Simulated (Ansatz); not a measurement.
Wanted: the native input for an Ansatz 0.2.0 run.

```yaml
Task: relaxation of cell and atoms
Functional: PBE
Potentials_or_basis: Ansatz PAW
Cutoff: "420 eV (not typed: the program's choice for these potentials)"
k_mesh: 11 × 11 × 11
Occupations: fermi-dirac, width 0.05 eV
Spin: no spin polarisation
```

Crystal: Ti.

```xyz
1
Lattice="-1.6410 1.6410 1.6410 1.6410 -1.6410 1.6410 1.6410 1.6410 -1.6410" Properties=species:S:1:pos:R:3 pbc="T T T"
Ti    0.0000    0.0000    0.0000
```

This isn't the form of Ti at room conditions, which is hcp.

The input as run:

input.yaml

```yaml
crystal:
  lattice:
    - [-1.641, 1.641, 1.641]
    - [1.641, -1.641, 1.641]
    - [1.641, 1.641, -1.641]
  atoms:
    - { symbol: Ti, position: [0.0, 0.0, 0.0] }
hamiltonian:
  xc: pbe
  pseudopotentials: { kind: paw }
kpoints:
  mp_grid: { grid: [11, 11, 11] }
scf:
  occupations: { method: fermi_dirac, width: 0.05 }
output:
  forces: true
  stress: true
  eigenvalues: true
relax:
  f_tol: 0.01
  max_steps: 40
  cell: { stress_tol: 0.05 }
```

Potentials or basis: Ansatz PAW.

Command:

```console
$ ansatz run input.yaml --threads 2 --pin off --max-ram 5632MiB --backend cpu --events-out ev --progress --plain --runs-dir out
```

It gave:

| Item | Value |
| --- | --- |
| Relaxed volume | 17.24 Å³/atom |
| Relaxed cell | a = 2.819 Å, b = 2.819 Å, c = 2.819 Å, α = 109.47°, β = 109.47°, γ = 109.47° |
| Space group after relaxing (to 0.05 Å) | Im-3m (No. 229) |
| Energy gained by relaxing | 3.5 meV/atom |
| Ionic steps | 5 |
| Pressure after relaxing | 0.0 GPa |
| Band gap on the k mesh | none (metal or under the smearing width) |

Caveat: the plane-wave basis is chosen anew once the cell has moved, so the energies of steps on either side of that aren't comparable.

Wall time 2.8 s on 2 threads of Intel(R) Xeon(R) Platinum 8259CL CPU @ 2.50GHz (Skylake/Cascade Lake), on a shared host, peak memory 0.35 GiB.
